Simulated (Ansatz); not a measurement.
**Random displacements in C**

The calculation used DFT PBE+D3(BJ), scalar-relativistic, plane waves, PAW in Ansatz 0.2.0. Cutoff 350 eV, Γ-centred 6×6×6 k-points, Gaussian smearing of 0.05 eV. The mesh is coarse. The cutoff lies under the one recommended for these potentials. No spin polarisation. Energies are free energies at this smearing, counted from the undisturbed cell; pressure is positive in compression.

Reference structure (as given, not relaxed at this level):

```
C
1.0
     2.45605   -1.41800    3.34701
     0.00000    2.83601    3.34701
    -2.45605   -1.41800    3.34701
C
8
Direct
  0.16400 0.16400 0.16400
  0.66400 0.16400 0.66400
  0.16400 0.66400 0.66400
  0.66400 0.66400 0.16400
  0.83600 0.83600 0.83600
  0.33600 0.83600 0.33600
  0.83600 0.33600 0.33600
  0.33600 0.33600 0.83600
```

The atoms are displaced (Å, in the unstrained cell):

```csv
atom,ux,uy,uz
C1,-0.004,0.000,-0.114
C2,0.047,0.012,0.005
C3,0.016,0.091,0.000
C4,-0.061,-0.015,0.000
C5,0.024,-0.096,0.017
C6,-0.022,0.012,0.082
C7,0.021,0.031,0.030
C8,-0.020,-0.034,-0.021
```

Strain (Voigt, engineering shear): (-0.0157, -0.0074, -0.0084, -0.0204, 0.0517, 0.0351).

Problem. What are the energy change, the stress and the forces?

Solution. ΔE = 224.6 meV/atom; stress (xx, yy, zz, yz, xz, xy; compression positive) (37.80, 19.15, -1.70, 1.11, -0.62, -19.55) GPa; gap on the mesh 0.31 eV.
```tsv
atom	Fx (eV/Å)	Fy	Fz
C1	1.72	-0.04	2.77
C2	-2.61	-2.29	1.18
C3	0.96	-8.09	1.10
C4	4.22	0.88	1.44
C5	-4.98	6.94	-1.34
C6	0.46	2.06	-2.29
C7	-2.42	-1.87	-1.69
C8	2.65	2.41	-1.16
```

Cost: 1 run of about 0.091 core-minutes, on Intel Xeon 6975P-C (Granite Rapids) (shared hosts).